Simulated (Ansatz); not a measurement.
**SiC: ab initio molecular dynamics**

These are results of DFT PBEsol, scalar-relativistic, plane waves, PAW (Ansatz 0.2.0), not measurements. Settings: plane waves to 420 eV, k-mesh 2×2×2 (shifted by 0.5, 0.5, 0.5 steps), Fermi–Dirac smearing 0.16 eV. The mesh is coarse. No spin polarisation.

16 atoms, starting at 1.06 times the perfect crystal's volume (space group F-43m, the cell as given, not relaxed at this level); Langevin thermostat at 1800 K (friction 0.02 fs⁻¹), fixed cell; 143 steps of 2 fs. The run is short and not equilibrated.

First frame:

```
Si C
1.0
     0.00000    4.43328    4.43328
     4.43328    0.00000    4.43328
     4.43328    4.43328    0.00000
Si C
8 8
Direct
  0.00000 0.00000 0.00000
  0.00000 0.00000 0.50000
  0.00000 0.50000 0.00000
  0.00000 0.50000 0.50000
  0.50000 0.00000 0.00000
  0.50000 0.00000 0.50000
  0.50000 0.50000 0.00000
  0.50000 0.50000 0.50000
  0.37500 0.37500 0.37500
  0.37500 0.37500 0.87500
  0.37500 0.87500 0.37500
  0.37500 0.87500 0.87500
  0.87500 0.37500 0.37500
  0.87500 0.37500 0.87500
  0.87500 0.87500 0.37500
  0.87500 0.87500 0.87500
```

```
Mean temperature over the second half                                                                                                                                                                                                                                                  : 1575 K
Mean pressure over the second half (kinetic part included)                                                                                                                                                                                                                             : -6.0 GPa
Mean potential energy above the perfect crystal (as given, at volume ratio 1; besides heat the difference comes from the volume, 6 % larger, and the crystal's own forces of up to 0.06 eV/Å and pressure of 1.4 GPa; its own run had another smearing, without effect beside its gap) : 221 meV/atom
Mean-square drift of C from first to last step (mean shift of all atoms removed)                                                                                                                                                                                                       : 0.03 Å²
Mean-square drift of Si from first to last step (mean shift of all atoms removed)                                                                                                                                                                                                      : 0.03 Å²
```

Pair distribution functions g(r), second half of the run, up to half the cell's height:

| r (Å) | C-Si |
| --- | --- |
| 1.55 | 0.0 |
| 1.65 | 0.1 |
| 1.75 | 1.5 |
| 1.85 | 6.2 |
| 1.95 | 7.2 |
| 2.05 | 3.0 |
| 2.15 | 0.6 |
| 2.25 | 0.1 |
| 2.35 | 0.0 |
| 2.45 | 0.0 |

Along the run (potential energy from its first value; pressure with the kinetic part):

| t (fs) | T (K) | ΔE_pot (meV/atom) | P (GPa) |
| --- | --- | --- | --- |
| 0.0 | 1688 | 0.0 | -8.3 |
| 10.0 | 737 | 204.6 | -4.4 |
| 20.0 | 1249 | 187.0 | -5.4 |
| 30.0 | 1296 | 185.3 | -7.2 |
| 40.0 | 1533 | 198.4 | -5.7 |
| 50.0 | 1599 | 169.1 | -5.5 |
| 60.0 | 1877 | 181.5 | -5.5 |
| 70.0 | 2032 | 161.9 | -5.2 |
| 80.0 | 1861 | 219.3 | -4.4 |
| 90.0 | 1317 | 255.0 | -6.8 |
| 100.0 | 1545 | 252.7 | -5.5 |
| 110.0 | 1932 | 184.5 | -6.4 |
| 120.0 | 1675 | 221.5 | -4.9 |
| 130.0 | 1618 | 206.2 | -5.7 |
| 140.0 | 2159 | 156.0 | -6.2 |
| 150.0 | 1475 | 280.8 | -3.3 |
| 160.0 | 1804 | 225.0 | -5.5 |
| 170.0 | 1746 | 233.7 | -4.9 |
| 180.0 | 1788 | 226.9 | -3.5 |
| 190.0 | 1988 | 176.1 | -6.0 |
| 200.0 | 1249 | 246.0 | -6.3 |
| 210.0 | 1347 | 190.2 | -7.6 |
| 220.0 | 1541 | 176.4 | -6.1 |
| 230.0 | 2105 | 123.2 | -5.6 |
| 240.0 | 1677 | 178.2 | -5.4 |
| 250.0 | 1525 | 196.1 | -7.5 |
| 260.0 | 1039 | 265.0 | -6.9 |
| 270.0 | 1471 | 182.1 | -7.8 |
| 280.0 | 1096 | 162.0 | -7.7 |

Cost: 1 run of about 14 core-minutes (earlier runs that led there not counted), on Arm Neoverse N1 (shared hosts).